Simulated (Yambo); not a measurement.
**PbS (Galena) in Yambo: convergence with bands in self energy**

PbS (Galena):

```
CELL_PARAMETERS angstrom
0.00000 3.00478 3.00478
3.00478 0.00000 3.00478
3.00478 3.00478 0.00000
ATOMIC_POSITIONS crystal
Pb 0.00000 0.00000 0.00000
S 0.50000 0.50000 0.50000
```

The cell isn't the ideal one: cell stretched.

- Program: Yambo 5.3.0
- Task: G0W0 quasiparticle levels
- Functional: PBE
- Potentials or basis: PseudoDojo 0.4 SR PBE stringent
- Cutoff: 735 eV
- Density cutoff: 2939 eV
- k mesh: 4 × 4 × 4
- Occupations: fixed
- Spin: no spin polarisation
- k mesh of the self-consistent run: 8 × 8 × 8
- Random integration of the Coulomb term: yes
- Direction of the field or of q to 0: x + y + z
- Broadening: 0.1 eV
- States corrected: Γ and the k points of the band edges
- Frequency dependence of W: plasmon pole
- Terminator of the band sum in the self-energy: none
- Quasiparticle equation: linearised (Newton)
- Imaginary frequency of the plasmon-pole fit: 27.2114 eV
- Bands in the response: 94
- Bands in the self-energy: 19
- Cutoff of the response matrix: 12 Ry
- Cutoff of exchange and Vxc: 54 Ry
- Bands corrected (first, last): [14, 16]

These are the settings of the first run; the series varies bands in self energy, with any setting tied to it.

```
bands in self energy  quasiparticle gap at the points computed (eV)
                  19                                          0.275
                  24                                          0.361
                  34                                          0.461
                  54                                          0.575
                  94                                          0.662
```

Not settled before the last step: the quasiparticle gap at the points computed (to 0.05 eV). The tightest run that finished is the yardstick and may itself not be fully converged.

Caveat, for the tightest run too: the k mesh is coarse (spacing up to 0.45 Å⁻¹), so the values aren't converged; this version prints the column dSc/dw multiplied by 27.2; spin-orbit coupling is left out, which as a rule narrows the gap of such compounds by several tenths of an eV.
